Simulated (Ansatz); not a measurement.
# FeO (Wuestite): the cost of one run

Method: DFT PBE+U (U_eff = 4 eV on Fe 3d), scalar-relativistic, plane waves, PAW, in Ansatz 0.2.0.

The COD entry's cell or inner coordinates are ideal or old and differ from later refinements, so a difference from it is no clean test against experiment.

2 further runs of the same task are left out: 1 that didn't finish, 1 set aside as unsound or not needed.

### Step 1. Starting point

Symmetry: Fm-3m, No. 225, cubic system. The conventional cell has a = 4.405 Å, b = 4.405 Å, c = 4.405 Å, α = 90.00°, β = 90.00°, γ = 90.00°. Around Fe (site symmetry m-3m) lie 6 O at 2.20 Å. O (site symmetry m-3m) has 6 Fe at 2.20 Å as nearest neighbours.

Coordinates:

```cif
data_structure
_symmetry_space_group_name_H-M 'Fm-3m'
_symmetry_Int_Tables_number 225
_cell_length_a 4.4051
_cell_length_b 4.4051
_cell_length_c 4.4051
_cell_angle_alpha 90.000
_cell_angle_beta 90.000
_cell_angle_gamma 90.000
_cell_volume 85.48
loop_
_atom_site_label
_atom_site_type_symbol
_atom_site_symmetry_multiplicity
_atom_site_Wyckoff_symbol
_atom_site_fract_x
_atom_site_fract_y
_atom_site_fract_z
_atom_site_occupancy
Fe1 Fe 4 a 0.00000 0.00000 0.00000 1
O1 O 4 b 0.50000 0.00000 0.00000 1
```

An earlier run at PBE+U (U_eff = 4 eV on Fe 3d) left this cell at 10.685 Å³/atom and 0.01 GPa (10×10×10 mesh).

### Step 2. Coarse mesh, to find the state of the open shells

input.yaml reads:

```yaml
crystal:
  lattice:
    - [0.0, 2.2025485817, -2.2025485817]
    - [0.0, 2.2025485817, 2.2025485817]
    - [4.4050971634, 0.0, 0.0]
  atoms:
    - { symbol: Fe, position: [0.0, 0.0, 0.0], spin: 4.0 }
    - { symbol: O, position: [0.0, 1.0, 0.5] }
    - { symbol: Fe, position: [0.5, 0.5, 0.5], spin: 4.0 }
    - { symbol: O, position: [0.5, 1.5, 1.0] }
basis:
  ecutwfc: 420
  ecutrho_ratio: 4
kpoints:
  mp_grid: { grid: [5, 5, 3] }
hamiltonian:
  xc: pbe
  hubbard: { sites: [{ species: Fe, l: d, u_eff: 4.0 }] }
scf:
  occupations: { method: gaussian, width: 0.05 }
output:
  forces: true
  stress: true
  eigenvalues: true
  populations: true
  hubbard: { sites: [{ species: Fe, l: d }] }
magnetization:
  spin_polarized: true
```

The run is started by

```sh
$ ansatz run input.yaml --threads 4 --pin off --max-ram 10240MiB --backend cpu --events-out ev --progress --plain --runs-dir out
```

Q: Estimate wall time and peak memory on 4 threads of Arm Neoverse N1, shared host.

About 53 s, with a peak of 0.6 GiB.
